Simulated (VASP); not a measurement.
Input of a VASP 6.6.1 run:

File POSCAR:

```
HfO2
1.0
    4.8135329900      0.0000000000      0.0000000000
    0.0000000000      4.8135329900      0.0000000000
    0.0000000000      0.0000000000      3.2054154100
Hf O
2 4
Direct
    0.5000000000      0.5000000000      0.5000000000
    0.0000000000      0.0000000000      0.0000000000
    0.8050448800      0.1949551200      0.5000000000
    0.6949551200      0.6949551200      0.0000000000
    0.3050448800      0.3050448800      0.0000000000
    0.1949551200      0.8050448800      0.5000000000
```

File INCAR.step1:

```
PREC = Accurate ; ENCUT = 500
EDIFF = 1E-6 ; ISMEAR = -1
SIGMA = 0.05 ; LREAL = False
LASPH = True ; NELM = 100
ALGO = Fast ; ISIF = 2
LWAVE = False ; LCHARG = True
LMAXMIX = 4 ; GGA = PE
```

File KPOINTS.step1:

```
Automatic mesh
0
Gamma
  6 6 8
```

The input INCAR.step2:

```
PREC = Accurate ; ENCUT = 500
EDIFF = 1E-6 ; ISMEAR = 0
SIGMA = 0.05 ; LREAL = False
LASPH = True ; NELM = 100
ALGO = Fast ; ISIF = 2
LWAVE = False ; LCHARG = False
LMAXMIX = 4 ; GGA = PE
ICHARG = 11
```

Contents of KPOINTS.step2:

```
path GXMGZRAZ,XR,MA
10
line-mode
reciprocal
 0.0000000000  0.0000000000  0.0000000000  G
 0.0000000000  0.5000000000  0.0000000000  X

 0.0000000000  0.5000000000  0.0000000000  X
 0.5000000000  0.5000000000  0.0000000000  M

 0.5000000000  0.5000000000  0.0000000000  M
 0.0000000000  0.0000000000  0.0000000000  G

 0.0000000000  0.0000000000  0.0000000000  G
 0.0000000000  0.0000000000  0.5000000000  Z

 0.0000000000  0.0000000000  0.5000000000  Z
 0.0000000000  0.5000000000  0.5000000000  R

 0.0000000000  0.5000000000  0.5000000000  R
 0.5000000000  0.5000000000  0.5000000000  A

 0.5000000000  0.5000000000  0.5000000000  A
 0.0000000000  0.0000000000  0.5000000000  Z

 0.0000000000  0.5000000000  0.0000000000  X
 0.0000000000  0.5000000000  0.5000000000  R

 0.5000000000  0.5000000000  0.0000000000  M
 0.5000000000  0.5000000000  0.5000000000  A
```

Potentials or basis: VASP PAW PBE potentials, release 54 (Hf, O).

Command:

```sh
$ cat potpaw_PBE.54/Hf/POTCAR potpaw_PBE.54/O/POTCAR > POTCAR
$ cp INCAR.step1 INCAR
$ cp KPOINTS.step1 KPOINTS
$ mpirun -np 1 vasp_std > vasp.out
$ cp INCAR.step2 INCAR
$ cp KPOINTS.step2 KPOINTS
$ mpirun -np 1 vasp_std > vasp.out
```

(1) What does it give for the band gap on the k mesh?

(2) Predict the band gap along the path.

Results:

(1) 3.94 eV, direct.

(2) 3.94 eV, direct.

Caveat: the log is that of the step along the path at fixed density, whose energy, stress, charges and moments have no meaning; spin-orbit coupling is left out, which moves the levels of the heavy elements.
